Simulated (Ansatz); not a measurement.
# GdN (NiAs type): how the settings move a single-point run

Aim: see which settings change the result for GdN (NiAs type), by how much, and at what cost.

Program: Ansatz 0.2.0. Level of theory: reference: DFT PBE, scalar-relativistic, plane waves, PAW. These are calculated values, not measurements.

4 further runs of the same task are left out: 3 that didn't finish, 1 set aside as unsound or not needed. Runs told in other sessions of the task aren't counted.

## (1) Starting point

Symmetry: P6_3/mmc, No. 194, hexagonal system. Conventional cell: a = 3.463 Å, b = 3.463 Å, c = 6.078 Å, α = 90.00°, β = 90.00°, γ = 120.00°. Around Gd (site symmetry -3m) lie 6 N at 2.51 Å. N (site symmetry -6m2) has 6 Gd at 2.51 Å in its first shell of neighbours.

Structure file:

```
CELL_PARAMETERS angstrom
3.46300 0.00000 0.00000
-1.73150 2.99905 0.00000
0.00000 0.00000 6.07781
ATOMIC_POSITIONS crystal
Gd 0.00000 0.00000 0.00000
Gd 0.00000 0.00000 0.50000
N 0.33333 0.66667 0.25000
N 0.66667 0.33333 0.75000
```

## (2) Baseline

File input.yaml:

```yaml
crystal:
  lattice:
    - [3.4630006, 0.0, 0.0]
    - [-1.7315003, 2.9990464929, 0.0]
    - [0.0, 0.0, 6.0778120879]
  atoms:
    - { symbol: Gd, position: [0.0, 0.0, 0.0], spin: 7.54 }
    - { symbol: Gd, position: [0.0, 0.0, 0.5], spin: 7.54 }
    - { symbol: "N", position: [0.3333333333, 0.6666666667, 0.25] }
    - { symbol: "N", position: [0.6666666667, 0.3333333333, 0.75] }
basis:
  ecutwfc: 420
  ecutrho_ratio: 4
kpoints:
  mp_grid: { grid: [10, 10, 8] }
  band_path:
    path:
      - [[0.0, 0.0, 0.0], [0.5, 0.0, 0.0], [0.33333333, 0.33333333, 0.0], [0.0, 0.0, 0.0], [0.0, 0.0, 0.5], [0.5, 0.0, 0.5], [0.33333333, 0.33333333, 0.5], [0.0, 0.0, 0.5]]
      - [[0.5, 0.0, 0.5], [0.5, 0.0, 0.0]]
      - [[0.33333333, 0.33333333, 0.5], [0.33333333, 0.33333333, 0.0]]
    npoints: 14
hamiltonian:
  xc: pbe
scf:
  occupations: { method: gaussian, width: 0.05 }
  lower_state_search: "off"
  n_extra_bands: 26
output:
  forces: true
  stress: true
  eigenvalues: true
  populations: true
  hubbard: { sites: [{ species: Gd, l: f }] }
  dos: { projected: true, de: 0.02, nscf_kmesh: { grid: [15, 15, 12] } }
  bader: true
  write_density: true
  write_potential: true
  elf: true
  volumetric_format: npy
magnetization:
  spin_polarized: true
checkpoint:
  read: start.run
  write: ck
  compress: false
  write_wavefunctions: false
  write_every: 100000
```

Command:

```sh
$ ansatz run input.yaml --threads 2 --pin off --max-ram 2662MiB --backend cpu --events-out ev --progress --plain --runs-dir out
```

## (3) Changing settings: occupations.method tetrahedron_uncorrected, width left out, lower_state_search left out

File input.yaml:

```yaml
crystal:
  lattice:
    - [3.463000599988, 0.0, 0.0]
    - [-1.731500299994, 2.99904649291, 0.0]
    - [0.0, 0.0, 6.0778120879]
  atoms:
    - { symbol: Gd, position: [0.0, 0.0, 0.0], spin: 7.0 }
    - { symbol: Gd, position: [0.0, 0.0, 0.5], spin: 7.0 }
    - { symbol: "N", position: [0.3333333333333, 0.6666666666667, 0.25] }
    - { symbol: "N", position: [0.6666666666667, 0.3333333333333, 0.75] }
basis:
  ecutwfc: 420
  ecutrho_ratio: 4
kpoints:
  mp_grid: { grid: [10, 10, 8] }
hamiltonian:
  xc: pbe
scf:
  occupations: { method: tetrahedron_uncorrected }
output:
  forces: true
  stress: true
  write_density: true
  write_potential: true
  elf: true
  volumetric_format: npy
magnetization:
  spin_polarized: true
```

## (4) Changed: dispersion d3bjatm, lower_state_search left out

File input.yaml:

```yaml
crystal:
  lattice:
    - [3.463000599988, 0.0, 0.0]
    - [-1.731500299994, 2.99904649291, 0.0]
    - [0.0, 0.0, 6.0778120879]
  atoms:
    - { symbol: Gd, position: [0.0, 0.0, 0.0], spin: 7.0 }
    - { symbol: Gd, position: [0.0, 0.0, 0.5], spin: 7.0 }
    - { symbol: "N", position: [0.3333333333333, 0.6666666666667, 0.25] }
    - { symbol: "N", position: [0.6666666666667, 0.3333333333333, 0.75] }
basis:
  ecutwfc: 420
  ecutrho_ratio: 4
kpoints:
  mp_grid: { grid: [10, 10, 8] }
hamiltonian:
  xc: pbe
  dispersion: d3bjatm
scf:
  occupations: { method: gaussian, width: 0.05 }
output:
  forces: true
  stress: true
magnetization:
  spin_polarized: true
```

## (5) Changed: n_extra_bands 16, lower_state_search left out

File input.yaml:

```yaml
crystal:
  lattice:
    - [3.463000599988, 0.0, 0.0]
    - [-1.731500299994, 2.99904649291, 0.0]
    - [0.0, 0.0, 6.0778120879]
  atoms:
    - { symbol: Gd, position: [0.0, 0.0, 0.0], spin: 7.0 }
    - { symbol: Gd, position: [0.0, 0.0, 0.5], spin: 7.0 }
    - { symbol: "N", position: [0.3333333333333, 0.6666666666667, 0.25] }
    - { symbol: "N", position: [0.6666666666667, 0.3333333333333, 0.75] }
basis:
  ecutwfc: 420
  ecutrho_ratio: 4
kpoints:
  mp_grid: { grid: [10, 10, 8] }
hamiltonian:
  xc: pbe
scf:
  occupations: { method: gaussian, width: 0.05 }
  n_extra_bands: 16
output:
  forces: true
  stress: true
  write_density: true
  write_potential: true
  elf: true
  volumetric_format: npy
magnetization:
  spin_polarized: true
```

What does the calculation give? Wanted: for each run, ending; energy change; pressure; gap; abs. moment; force.

The runs gave:

```
                                                                                       run     ending                                             energy change  pressure (GPa)  gap (eV)  abs. moment (μB)  force (eV/Å)  cycles  time
                                                                                 reference  converged                                                         0             0.0      0.00             14.24          0.00       -  55 s
1: occupations.method tetrahedron_uncorrected, width left out, lower_state_search left out  converged                                       +0.3 meV/atom (σ→0)             0.0      0.00             14.23          0.00      16  21 s
                                        2: dispersion d3bjatm, lower_state_search left out  converged  -345.1 meV/atom (dispersion and other settings together)            -3.2      0.00             14.24          0.00      10  14 s
                                          3: n_extra_bands 16, lower_state_search left out  converged                                              0.0 meV/atom             0.0      0.00             14.24          0.00      10  18 s
```

Times don't compare one to one where runs were asked for different outputs or read a saved state (see the inputs); cycles may leave out searches for a lower state.

Residual by cycle in the longest SCF loop of each run; runs are numbered as in the table. The quantity is the density residual dr2, in eV.

```
cycle  reference    run 1    run 2    run 3
    1    2.2e-11     1.81     1.13     1.13
    2    1.8e-11    0.539    0.562    0.551
    4          -   0.0202  0.00392  0.00397
    5          -  0.00852  0.00172  0.00188
    6          -  0.00782   7.3e-5   6.6e-5
    8          -   5.1e-5   1.0e-6   6.8e-7
    9          -   1.1e-4   6.1e-8   4.8e-8
   11          -   2.4e-4        -        -
   12          -   2.0e-5        -        -
   13          -   2.5e-5        -        -
   15          -   4.6e-7        -        -
   16          -   2.4e-8        -        -
```

What this shows: The table holds what each change does; none stands out.
